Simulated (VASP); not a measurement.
Input of a VASP 6.6.1 run:

INCAR

```
SYSTEM = Al2Cu
PREC     = Accurate       ! precision mode
ENCUT    = 600            ! plane-wave cutoff, eV
EDIFF    = 1E-7           ! SCF threshold, eV
ISMEAR   = 0              ! smearing method
SIGMA    = 0.1            ! smearing width, eV
LREAL    = .False.        ! projectors in reciprocal space
LASPH    = .True.         ! aspherical terms in the spheres
NELM     = 80             ! most SCF steps
ALGO     = Fast           ! electronic algorithm
ISIF     = 3              ! what is computed and relaxed
LWAVE    = .False.        ! write WAVECAR
LCHARG   = .False.        ! write CHGCAR
GGA      = PE             ! functional
IBRION   = 2              ! ionic algorithm
NSW      = 90             ! ionic steps
EDIFFG   = -0.005         ! ionic threshold
```

KPOINTS

```
Automatic mesh
0
Gamma
  14 14 14
  0 0 0
```

Contents of POSCAR:

```
Al2Cu
1.0
   -2.0303375000      2.0303375000      2.8510940000
    2.0303375000     -2.0303375000      2.8510940000
    2.0303375000      2.0303375000     -2.8510940000
Al Cu
2 1
Direct
    0.7500000000      0.2500000000      0.5000000000
    0.2500000000      0.7500000000      0.5000000000
    0.5000000000      0.5000000000      0.0000000000
```

Potentials or basis: VASP PAW PBE potentials, release 64 (Al, Cu).

Run with:

```bash
$ cat potpaw_PBE.64/Al/POTCAR potpaw_PBE.64/Cu/POTCAR > POTCAR
$ mpirun -np 1 vasp_std > vasp.out
```

Q: Predict the space group after relaxing (to 0.05 Å).

A: Fm-3m (No. 225).

Q: Predict the relaxed cell.

A: a = 4.092 Å, b = 4.092 Å, c = 4.092 Å, α = 120.00°, β = 120.00°, γ = 90.00°.

Q: Estimate the relaxed volume.

A: 16.15 Å³/atom.

Final structure:
```cif
data_structure
_symmetry_space_group_name_H-M 'P 1'
_symmetry_Int_Tables_number 1
_cell_length_a 4.0920
_cell_length_b 4.0920
_cell_length_c 4.0920
_cell_angle_alpha 119.999
_cell_angle_beta 119.999
_cell_angle_gamma 90.002
_cell_volume 48.45
loop_
_atom_site_label
_atom_site_type_symbol
_atom_site_fract_x
_atom_site_fract_y
_atom_site_fract_z
_atom_site_occupancy
Al1 Al 0.75000 0.25000 0.50000 1
Al2 Al 0.25000 0.75000 0.50000 1
Cu1 Cu 0.50000 0.50000 0.00000 1
```
